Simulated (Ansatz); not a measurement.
# What a trial cell of AlN relaxes into

All numbers below come from DFT PBE, scalar-relativistic, plane waves, PAW in Ansatz 0.2.0. Cutoff 420 eV, Gaussian smearing, Γ-centred meshes. Cell and atoms relax first on a coarse mesh and then on a converged one. In between, the cell is made exact in the group found at 0.06 Å. The steps can't lower the symmetry of their start. No spin polarisation.

A trial structure of AlN was built thus: close-packed metal layers stacked ABA, repeated with a shift to B, with sites between them filled layer by layer (R-3m, No. 166) (elements of the layers in order: Al Al Al). Its size is a rough estimate.

```cif
data_structure
_symmetry_space_group_name_H-M 'P 1'
_symmetry_Int_Tables_number 1
_cell_length_a 7.8631
_cell_length_b 7.8631
_cell_length_c 7.8631
_cell_angle_alpha 22.724
_cell_angle_beta 22.724
_cell_angle_gamma 22.724
_cell_volume 63.65
loop_
_atom_site_label
_atom_site_type_symbol
_atom_site_fract_x
_atom_site_fract_y
_atom_site_fract_z
_atom_site_occupancy
Al1 Al 0.00000 0.00000 0.00000 1
Al2 Al 0.77778 0.77778 0.77778 1
Al3 Al 0.22222 0.22222 0.22222 1
N1 N 0.38889 0.38889 0.38889 1
N2 N 0.50000 0.50000 0.50000 1
N3 N 0.61111 0.61111 0.61111 1
```

Energies over the elements count from the elements' standard structures at the same level (N₂ as a molecule), with no fitted energy shifts.

Question: Where does the relaxation end?

Answer: The symmetry stays R-3m (No. 166). The volume per atom shrinks by 17.7 %, from 10.6 to 8.7 Å³. The shortest distance goes from 2.20 Å (Al–N) to 2.02 Å (Al–N). The energy falls by about 0.25 eV/atom (the start's value is from the coarse mesh). Conventional cell: a = 2.859 Å, c = 22.189 Å. Around Al on a site of symmetry -3m lie 6 N at 2.02 Å; Al on a site of symmetry 3m has 6 N at 2.08 Å; around N on a site of symmetry 3m lie 6 Al at 2.02–2.08 Å; around N on a site of symmetry -3m lie 6 Al at 2.08 Å.

```xyz
6
Lattice="1.4297 0.8255 7.3964 -1.4297 0.8255 7.3964 0.0000 -1.6509 7.3964" Properties=species:S:1:pos:R:3 pbc="T T T"
Al    0.0000    0.0000    0.0000
Al    0.0000    0.0000   17.2277
Al    0.0000    0.0000    4.9617
N     0.0000    0.0000    8.5642
N     0.0000    0.0000   11.0947
N     0.0000    0.0000   13.6251
```

Question: Give its energy and gap.

Answer:

- Formation energy: −0.846 eV/atom
- Gap on the 12×12×12 mesh of the 6-atom cell: 1.90 eV

It lies below the elements, which doesn't yet make it stable against other compounds or structures.

The last run used Gaussian smearing of 0.02 eV. Kohn–Sham gaps at this level usually fall short of measured ones. A structure relaxed within its symmetry needn't be a true minimum. In all, the 3 runs took 67 s on 1 thread of Arm Neoverse V2, with other jobs on the host.
